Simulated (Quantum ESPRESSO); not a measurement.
# Sn (Fd-3m) in Quantum ESPRESSO: a series of runs, part 2 of 2

Quantum ESPRESSO 7.5. Earlier steps stand in the parts before.

## Step 3: Phonons, PBEsol

File pw.in:

```
&CONTROL
  calculation = 'scf'
  prefix = 'pwscf'
  outdir = './tmp'
  pseudo_dir = './pseudo'
  tprnfor = .true.
  tstress = .true.
  disk_io = 'low'
/
&SYSTEM
  ibrav = 0
  nat = 2
  ntyp = 1
  ecutwfc = 72
  nbnd = 21
  occupations = 'smearing'
  smearing = 'mv'
  degauss = 0.01469973
/
&ELECTRONS
  conv_thr = 4d-10
  electron_maxstep = 120
  mixing_beta = 0.5
/
ATOMIC_SPECIES
Sn   118.7100 Sn.upf
CELL_PARAMETERS angstrom
   0.0000000000    3.2333428000    3.2333428000
   3.2333428000    0.0000000000    3.2333428000
   3.2333428000    3.2333428000    0.0000000000
ATOMIC_POSITIONS crystal
Sn     0.7500000000    0.7500000000    0.7500000000
Sn     0.5000000000    0.5000000000    0.5000000000
K_POINTS automatic
7 7 7 0 0 0
```

File scf2.in:

```
&CONTROL
  calculation = 'scf'
  prefix = 'pwscf'
  outdir = './tmp'
  pseudo_dir = './pseudo'
  tprnfor = .true.
  tstress = .true.
  disk_io = 'low'
/
&SYSTEM
  ibrav = 0
  nat = 2
  ntyp = 1
  ecutwfc = 72
  nbnd = 21
  occupations = 'smearing'
  smearing = 'mv'
  degauss = 0.01469973
/
&ELECTRONS
  conv_thr = 1d-13
  electron_maxstep = 120
  mixing_beta = 0.5
  startingpot = 'file'
  startingwfc = 'file'
/
ATOMIC_SPECIES
Sn   118.7100 Sn.upf
CELL_PARAMETERS angstrom
   0.0000000000    3.2333428000    3.2333428000
   3.2333428000    0.0000000000    3.2333428000
   3.2333428000    3.2333428000    0.0000000000
ATOMIC_POSITIONS crystal
Sn     0.7500000000    0.7500000000    0.7500000000
Sn     0.5000000000    0.5000000000    0.5000000000
K_POINTS automatic
7 7 7 0 0 0
```

File ph.in:

```
phonons of Sn
&INPUTPH
  prefix = 'pwscf'
  outdir = './tmp'
  tr2_ph = 1d-18
  fildyn = 'dyn'
  niter_ph = 90
  alpha_mix(1) = 0.4
/
0.0000000000 0.0000000000 0.0000000000
```

File dynmat.in:

```
&INPUT
  fildyn = 'dyn'
  asr = 'crystal'
  filout = 'dynmat.disp'
  fileig = 'dynmat.eig'
/
```

Potentials or basis: PseudoDojo 0.4.1 SR PBEsol standard.

Command:

```bash
> OMP_NUM_THREADS=1 pw.x -in pw.in > pw.out
> OMP_NUM_THREADS=1 pw.x -in scf2.in > scf2.out
> OMP_NUM_THREADS=1 ph.x -in ph.in > ph.out
> OMP_NUM_THREADS=1 dynmat.x -in dynmat.in > dynmat.out
```

pw.out:

```text
This program is part of the open-source Quantum ESPRESSO suite
     for quantum simulation of materials; please cite
[... 9 lines left out ...]
     --------------------
     sticks:   dense  smooth     PW     G-vecs:    dense   smooth      PW
     Sum        1483    1483    433                37509    37509    5817

     Using Slab Decomposition

     bravais-lattice index     =            0
     lattice parameter (alat)  =       8.6410  a.u.
     unit-cell volume          =     456.2279 (a.u.)^3
     number of atoms/cell      =            2
     number of atomic types    =            1
     number of electrons       =        28.00
     number of Kohn-Sham states=           21
     kinetic-energy cutoff     =      72.0000  Ry
     charge density cutoff     =     288.0000  Ry
     scf convergence threshold =      4.0E-10
     mixing beta               =       0.5000
     number of iterations used =            8  plain     mixing
     Exchange-correlation= PBESOL
                           (   1   4  10   8   0   0   0)

     celldm(1)=   8.641032  celldm(2)=   0.000000  celldm(3)=   0.000000
     celldm(4)=   0.000000  celldm(5)=   0.000000  celldm(6)=   0.000000

     crystal axes: (cart. coord. in units of alat)
               a(1) = (   0.000000   0.707107   0.707107 )
               a(2) = (   0.707107   0.000000   0.707107 )
               a(3) = (   0.707107   0.707107   0.000000 )

     reciprocal axes: (cart. coord. in units 2 pi/alat)
               b(1) = ( -0.707107  0.707107  0.707107 )
               b(2) = (  0.707107 -0.707107  0.707107 )
               b(3) = (  0.707107  0.707107 -0.707107 )

     PseudoPot. # 1 for Sn read from file:
     Sn.upf
     Pseudo is Norm-conserving + core correction, Zval = 14.0
     Generated using ONCVPSP code by D. R. Hamann
     Using radial grid of 1628 points,  6 beta functions with:
                l(1) =   0
                l(2) =   0
                l(3) =   1
                l(4) =   1
                l(5) =   2
                l(6) =   2

     atomic species   valence    mass     pseudopotential
     Sn               14.00   118.71000     Sn( 1.00)

     48 Sym. Ops., with inversion, found (24 have fractional translation)

   Cartesian axes

     site n.     atom                  positions (alat units)
         1        Sn     tau(   1) = (   1.0606602   1.0606602   1.0606602  )
         2        Sn     tau(   2) = (   0.7071068   0.7071068   0.7071068  )

     number of k points=    20  Marzari-Vanderbilt smearing, width (Ry)=  0.0147
                       cart. coord. in units 2pi/alat
        k(    1) = (   0.0000000   0.0000000   0.0000000), wk =   0.0058309
        k(    2) = (   0.1010153   0.1010153  -0.1010153), wk =   0.0466472
        k(    3) = (   0.2020305   0.2020305  -0.2020305), wk =   0.0466472
        k(    4) = (   0.3030458   0.3030458  -0.3030458), wk =   0.0466472
        k(    5) = (   0.2020305  -0.0000000   0.0000000), wk =   0.0349854
        k(    6) = (   0.3030458   0.1010153  -0.1010153), wk =   0.1399417
[... 12 lines left out ...]
        k(   19) = (  -0.1010153  -0.5050763   0.7071068), wk =   0.1399417
        k(   20) = (  -0.0000000  -0.4040610   0.6060915), wk =   0.1399417

     Dense  grid:    37509 G-vectors     FFT dimensions: (  48,  48,  48)

     Initial potential from superposition of free atoms

     starting charge      27.9972, renormalised to      28.0000
     Starting wfcs are   18 randomized atomic wfcs +    3 random wfcs

     Self-consistent Calculation

     iteration #  1     ecut=    72.00 Ry     beta= 0.50
     Davidson diagonalization with overlap
     ethr =  1.00E-02,  avg # of iterations =  5.6

     Threshold (ethr) on eigenvalues was too large:
     Diagonalizing with lowered threshold

     Davidson diagonalization with overlap
     ethr =  8.90E-05,  avg # of iterations =  3.7

     total energy              =    -314.51625602 Ry
     estimated scf accuracy    <       0.02551168 Ry

     iteration #  2     ecut=    72.00 Ry     beta= 0.50
     Davidson diagonalization with overlap
     ethr =  9.11E-05,  avg # of iterations =  1.0
[... 64 lines left out ...]
     total energy              =    -314.51629893 Ry
     estimated scf accuracy    <          5.3E-10 Ry

     iteration # 12     ecut=    72.00 Ry     beta= 0.50
     Davidson diagonalization with overlap
     ethr =  1.91E-12,  avg # of iterations =  2.0

     End of self-consistent calculation

          k = 0.0000 0.0000 0.0000 (  4693 PWs)   bands (ev):

   -13.6235 -13.6235 -13.6235 -13.5618 -13.5618 -13.2428 -13.2428 -13.2428
   -13.2330 -13.2330  -2.6349   7.4483   8.1565   8.1565   8.1565  10.2242
    10.2242  10.2242  12.9686  16.0501  16.0507

          k = 0.1010 0.1010-0.1010 (  4729 PWs)   bands (ev):

   -13.6370 -13.6370 -13.6185 -13.5425 -13.5425 -13.2690 -13.2690 -13.2491
   -13.2104 -13.2104  -2.4359   5.6126   7.7982   7.7982   8.6528  10.6826
    10.6826  11.1234  13.9277  15.0556  15.0556
[... 7 lines left out ...]
          k = 0.3030 0.3030-0.3030 (  4699 PWs)   bands (ev):

   -13.6599 -13.6599 -13.5970 -13.5009 -13.5009 -13.3032 -13.3032 -13.2759
   -13.1855 -13.1855  -1.1457   1.9657   6.9742   6.9742   8.0586  11.2899
    11.2899  13.6787  15.5345  16.3841  16.3841

          k = 0.2020-0.0000 0.0000 (  4729 PWs)   bands (ev):

   -13.6347 -13.6347 -13.6322 -13.5452 -13.5212 -13.3079 -13.2489 -13.2266
   -13.2266 -13.2062  -2.3679   5.5226   7.2681   7.2681   9.5695   9.8639
    11.4413  11.4413  13.9451  14.2389  16.2859

          k = 0.3030 0.1010-0.1010 (  4715 PWs)   bands (ev):

   -13.6591 -13.6488 -13.6124 -13.5207 -13.4879 -13.3428 -13.2762 -13.2403
   -13.2038 -13.1861  -1.9155   3.9380   6.5811   6.7595   9.5857  10.2694
    12.1691  12.1920  14.3383  15.3933  16.0831
[... 19 lines left out ...]
          k =-0.0000-0.2020 0.2020 (  4727 PWs)   bands (ev):

   -13.6546 -13.6476 -13.6073 -13.5299 -13.5105 -13.3046 -13.2862 -13.2429
   -13.2095 -13.1874  -2.1105   4.4429   6.4200   7.7066   9.3421  10.8275
    10.9721  12.1691  14.2571  15.0108  15.1942

          k = 0.4041-0.0000 0.0000 (  4700 PWs)   bands (ev):

   -13.6575 -13.6575 -13.6206 -13.4987 -13.4416 -13.4002 -13.2937 -13.2193
   -13.1926 -13.1926  -1.5778   3.3688   6.2148   6.2148   8.8457  10.0435
    13.4360  13.4360  14.2238  16.6611  16.9979

          k = 0.5051 0.1010-0.1010 (  4707 PWs)   bands (ev):

   -13.6799 -13.6678 -13.5835 -13.4675 -13.4337 -13.4085 -13.3260 -13.2623
   -13.1764 -13.1632  -0.9085   2.1972   5.4455   5.9676   9.1136  10.2136
    13.2128  13.8660  16.5199  17.1268  17.7074

          k =-0.1010-0.5051 0.5051 (  4706 PWs)   bands (ev):

   -13.6974 -13.6744 -13.5451 -13.4395 -13.4288 -13.4090 -13.3587 -13.3033
   -13.1664 -13.1438  -0.2834   1.3586   4.7310   6.0971   9.2409  11.9530
    12.9237  13.4367  15.2359  16.2708  17.8132

          k = 0.0000-0.4041 0.4041 (  4710 PWs)   bands (ev):

   -13.6936 -13.6746 -13.5437 -13.4749 -13.4431 -13.3618 -13.3523 -13.3090
   -13.1657 -13.1498  -0.7458   1.9326   4.7009   6.5634   9.5086  12.5708
    12.5919  12.8209  14.7453  14.8090  18.0498

          k = 0.6061-0.0000 0.0000 (  4712 PWs)   bands (ev):

   -13.6738 -13.6738 -13.5733 -13.4952 -13.4321 -13.3589 -13.3524 -13.2724
   -13.1671 -13.1671  -0.3021   1.3848   5.6393   5.6393   8.6654   9.1148
    15.3911  15.3911  16.3606  18.0811  18.1975

          k =-0.0000-0.6061 0.6061 (  4712 PWs)   bands (ev):

   -13.6887 -13.6764 -13.5365 -13.5026 -13.4011 -13.3917 -13.3429 -13.3105
   -13.1632 -13.1512   0.3762   0.6560   5.0482   5.6874   8.9116   9.8672
    14.8552  15.0984  16.0352  17.1539  18.3692

          k = 0.4041 0.2020 0.0000 (  4708 PWs)   bands (ev):

   -13.6719 -13.6701 -13.5827 -13.4969 -13.4522 -13.3794 -13.3004 -13.2702
   -13.1760 -13.1726  -1.3577   2.8695   5.4697   6.4951  10.1865  10.3430
    11.8638  13.1944  15.0822  16.3621  17.0715

          k =-0.2020-0.4041 0.6061 (  4694 PWs)   bands (ev):

   -13.6915 -13.6766 -13.5457 -13.4697 -13.4371 -13.3887 -13.3355 -13.3070
   -13.1651 -13.1510  -0.6189   1.7304   4.9527   6.0899  10.1805  11.0181
    12.3967  13.5840  15.0499  16.5063  17.1879
[... 7 lines left out ...]
          k =-0.0000-0.4041 0.6061 (  4707 PWs)   bands (ev):

   -13.6986 -13.6856 -13.5130 -13.4429 -13.4239 -13.3904 -13.3846 -13.3300
   -13.1545 -13.1417   0.1044   1.0062   4.6682   5.4987  10.2484  12.0026
    12.5966  12.5967  15.8194  16.8298  18.6125

     the Fermi energy is     7.9706 ev

!    total energy              =    -314.51629893 Ry
     estimated scf accuracy    <          6.3E-11 Ry
     smearing contrib. (-TS)   =       0.00016057 Ry
     internal energy E=F+TS    =    -314.51645950 Ry

     The total energy is F=E-TS. E is the sum of the following terms:
     one-electron contribution =    -141.32111320 Ry
     hartree contribution      =      86.86540185 Ry
     xc contribution           =     -87.26376855 Ry
     ewald contribution        =    -172.79697961 Ry

     convergence has been achieved in  12 iterations

     Forces acting on atoms (cartesian axes, Ry/au):

     atom    1 type  1   force =     0.00000000   -0.00000000   -0.00000000
     atom    2 type  1   force =    -0.00000000    0.00000000    0.00000000

     Total force =     0.000000     Total SCF correction =     0.000000

     Computing stress (Cartesian axis) and pressure

          total   stress  (Ry/bohr**3)                   (kbar)     P=       16.18
   0.00011001   0.00000000  -0.00000000           16.18        0.00       -0.00
   0.00000000   0.00011001   0.00000000            0.00       16.18        0.00
  -0.00000000   0.00000000   0.00011001           -0.00        0.00       16.18

=------------------------------------------------------------------------------=
   JOB DONE.
=------------------------------------------------------------------------------=
```

Run time: 6 min. Hardware: 1 thread of Intel Xeon 6975P-C (Granite Rapids), shared host; peak memory 0.11 GiB.

Results:

* Free energy: -4279.2122 eV
* Pressure after relaxing: 1.6 GPa
* Band gap on the k mesh: none (metal or under the smearing width)
* Highest phonon frequency at Γ: 186 cm⁻¹

Levels at points of the mesh, in eV from the Fermi level:
```csv
k point,band 11,band 12,band 13,band 14,band 15,band 16,band 17,band 18
"(0.00, 0.00, 0.00)",-10.61,-0.52,0.19,0.19,0.19,2.25,2.25,2.25
```

Phonon frequencies in cm⁻¹ (negative: imaginary):
```tsv
q point	frequencies
(0.000, 0.000, 0.000)	-9 -9 -9 186 186 186
```

Optical modes at Γ, degenerate ones joined:
```
cm⁻¹  components  symmetry  active in
 186           3       T2g      Raman
```
